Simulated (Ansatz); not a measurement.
# TiO2: the cost of one run

Computed with Ansatz 0.2.0 (DFT r2SCAN, scalar-relativistic, plane waves, PAW, unless a step's input says otherwise).

A COD entry behind a cell of this session may itself be a prediction, so a difference from it is no test against experiment.

2 further runs of the same task are left out: 2 set aside as unsound or not needed. Runs told in other sessions of the task aren't counted.

### Step 1. The structure to begin with

It takes space group P3_121 (No. 152, trigonal). The conventional cell has a = 5.562 Å, b = 5.562 Å, c = 6.060 Å, α = 90.00°, β = 90.00°, γ = 120.00°. Around Ti (site symmetry 2) lie 4 O at 1.81 Å. O (site symmetry 1) has 2 Ti at 1.81 Å in its first shell of neighbours.

Structure file:

```xyz
9
Lattice="5.5620 0.0000 0.0000 -2.7810 4.8168 0.0000 0.0000 0.0000 6.0602" Properties=species:S:1:pos:R:3 pbc="T T T"
Ti    2.5928    0.0000    2.0201
Ti   -1.2964    2.2454    4.0402
Ti    1.4846    2.5714    0.0000
O     1.5745    1.3089    1.2945
O     3.6412    0.7091    3.3145
O     3.1273    2.7989    5.3346
O     0.3463    2.0180    4.7658
O    -1.2065    3.5079    2.7457
O     0.8602    4.1078    0.7256
```

It is the result of an earlier relaxation at this level (volume 18.04 Å³/atom; gap on the mesh: 4.05 eV).

### Step 2. Zero of energy

The reference gives a free energy of -10937.7753 eV, pressure 0.01 GPa, largest force 0.004 eV/Å and gap on the mesh 4.05 eV. It was computed beforehand with the settings of the runs below.

### Step 3. Next: biaxial against axial strain

The cell is strained by p along both x and y and by q along z, with fractional coordinates fixed.

### Step 4. At p = -0.080, q = -0.080

Input file input.yaml:

```yaml
crystal:
  lattice:
    - [5.1170288072, 0.0, 0.0]
    - [-2.5585144036, 4.4314769389, 0.0]
    - [0.0, 0.0, 5.5754070576]
  atoms:
    - { symbol: Ti, position: [0.4661652025, 0.0, 0.3333333333] }
    - { symbol: Ti, position: [0.0, 0.4661652025, 0.6666666667] }
    - { symbol: Ti, position: [0.5338347975, 0.5338347975, 0.0] }
    - { symbol: O, position: [0.4189423308, 0.2717377456, 0.2136010424] }
    - { symbol: O, position: [0.7282622544, 0.1472045851, 0.5469343757] }
    - { symbol: O, position: [0.8527954149, 0.5810576692, 0.8802677091] }
    - { symbol: O, position: [0.2717377456, 0.4189423308, 0.7863989576] }
    - { symbol: O, position: [0.1472045851, 0.7282622544, 0.4530656243] }
    - { symbol: O, position: [0.5810576692, 0.8527954149, 0.1197322909] }
basis:
  ecutwfc: 500
kpoints:
  mp_grid: { grid: [6, 6, 4] }
hamiltonian:
  xc: r2scan
scf:
  occupations: { method: gaussian, width: 0.05 }
output:
  forces: true
  stress: true
  eigenvalues: true
```

Run with:

```console
ansatz run input.yaml --threads 2 --pin off --max-ram 5120MiB --backend cpu --events-out ev --progress --plain --runs-dir out
```

What time and memory should one allow on 2 threads of AMD EPYC 9R45 (Zen 5), shared host?

About 4.3 s, with a peak of 0.73 GiB.
